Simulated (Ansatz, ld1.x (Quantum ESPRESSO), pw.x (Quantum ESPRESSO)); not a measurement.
# pw.x on bcc Tl: one setting changed

Potential: norm-conserving Troullier–Martins (Kleinman–Bylander form), ld1.x (Quantum ESPRESSO) 7.5, PBE; core [Xe] 4f14, reference 5d10 6s2 6p1; waves: 6p (bound): rc 2.90 bohr; 5d (bound): rc 1.25 bohr; 6s (bound): rc 1.75 bohr; local part: the s channel; core correction: Bessel-smoothed model core, default radius (core density twice the valence density).

The reference run (k-mesh 12³, cutoffs 120/480 Ry, Fermi–Dirac 0.01 Ry, mixing_beta 0.4, conv_thr 1e-9, no spin) gives -0.05 GPa at 31.777 Å³/atom, where all-electron LAPW gives -0.21 GPa. This run, with its own iteration cap, changes k-mesh shift to 1.

```
&control
  calculation='scf', prefix='x', pseudo_dir='./', outdir='./tmp', tstress=.true., disk_io='none'
/
&system
  ibrav=0, nat=1, ntyp=1, ecutwfc=120, ecutrho=480, nbnd=14,
  occupations='smearing', smearing='fd', degauss=0.01
/
&electrons
  conv_thr=1e-09, mixing_beta=0.4, electron_maxstep=60
/
ATOMIC_SPECIES
Tl 1.0 Tl.UPF
CELL_PARAMETERS angstrom
  -1.99534333 1.99534333 1.99534333
  1.99534333 -1.99534333 1.99534333
  1.99534333 1.99534333 -1.99534333
ATOMIC_POSITIONS crystal
Tl 0.0000 0.0000 0.0000
K_POINTS automatic
12 12 12 1 1 1
```

```bash
pw.x < Tl.scf.in > Tl.scf.out
```

Question: How does the run end?

Answer: It converges in 7 iterations; the free energy moves by +3.0 meV/atom and the pressure by +0.05 GPa.

```
Message from routine setup:
     using ibrav=0 with symmetry is DISCOURAGED, use correct ibrav instead
     lattice parameter (alat)  =       6.5310  a.u.
     unit-cell volume          =     214.4418 (a.u.)^3
     number of electrons       =        13.00
     number of Kohn-Sham states=           14
     kinetic-energy cutoff     =     120.0000  Ry
     charge density cutoff     =     480.0000  Ry
     scf convergence threshold =      1.0E-09
     Exchange-correlation= PBE
     number of k points=    68  Fermi-Dirac smearing, width (Ry)=  0.0100
     iteration #  1     ecut=   120.00 Ry     beta= 0.40
     total energy              =    -153.05349206 Ry
     estimated scf accuracy    <       0.00468033 Ry
     iteration #  2     ecut=   120.00 Ry     beta= 0.40
     total energy              =    -153.05388406 Ry
     estimated scf accuracy    <       0.00042771 Ry
     iteration #  3     ecut=   120.00 Ry     beta= 0.40
     total energy              =    -153.05394371 Ry
     estimated scf accuracy    <       0.00004105 Ry
     iteration #  4     ecut=   120.00 Ry     beta= 0.40
     total energy              =    -153.05394500 Ry
     estimated scf accuracy    <       0.00000017 Ry
     iteration #  5     ecut=   120.00 Ry     beta= 0.40
     total energy              =    -153.05394503 Ry
     estimated scf accuracy    <       0.00000003 Ry
     iteration #  6     ecut=   120.00 Ry     beta= 0.40
     total energy              =    -153.05394503 Ry
     estimated scf accuracy    <          3.6E-09 Ry
     iteration #  7     ecut=   120.00 Ry     beta= 0.40
     the Fermi energy is     9.3189 ev
!    total energy              =    -153.05394503 Ry
     estimated scf accuracy    <          3.2E-11 Ry
     smearing contrib. (-TS)   =      -0.00278840 Ry
     The total energy is F=E-TS. E is the sum of the following terms:
     one-electron contribution =     -23.47765616 Ry
     hartree contribution      =      22.35895825 Ry
     xc contribution           =     -70.37754663 Ry
     ewald contribution        =     -81.55491209 Ry
     convergence has been achieved in   7 iterations
          total   stress  (Ry/bohr**3)                   (kbar)     P=        0.02
     Message from routine punch:
     Nothing written, as per user request (disk_io='none')
```

The run took about 30 s on one core of a shared host (Intel(R) Xeon(R) 6975P-C, 192 threads, 1512 GiB, load 72).
